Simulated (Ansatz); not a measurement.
# Cd under changes of volume

One of the cells (22.724 Å³/atom); the others are scaled copies at fixed shape and fractional positions:

```
Cd
1.0
    -1.78432    1.78432    1.78432
     1.78432   -1.78432    1.78432
     1.78432    1.78432   -1.78432
Cd
1
Cartesian
  0.0000 0.0000 0.0000
```

This isn't the form of Cd at room conditions, which is hcp.

| Property | Result |
| --- | --- |
| Program | Ansatz 0.2.0 |
| Functional | PBE |
| Potentials or basis | all-electron LAPW, scalar-relativistic |
| Cutoff | 221 eV (chosen from the basis error) |
| Basis error allowed | 0.0005 eV/atom |
| k mesh | 10 × 10 × 10 |
| Occupations | fermi-dirac, width 0.05 eV |
| Spin | no spin polarisation |

```csv
volume (Å³/atom),energy over the lowest point (meV/atom),pressure (GPa)
21.360,23.60,4.2
21.815,?,?
22.269,7.03,2.0
22.724,2.68,1.2
23.178,0.39,0.4
23.633,0.00,-0.2
24.087,1.40,-0.9
```

What does the run at 21.815 Å³/atom give?

Energy over the lowest point 13.80 meV/atom; pressure 3.0 GPa.

Worked out: A Birch-Murnaghan fit of order 3 (a polynomial in V^(-2/3)) to the other rows has its minimum at 23.49 Å³/atom with B0 = V·E''(V) = 32 GPa and B' = 5.4. It gives 13.93 meV/atom at 21.815 Å³/atom, against the run's 13.80, and -dE/dV = 2.9 GPa, against 3.0.

Energies are extrapolated to zero smearing.
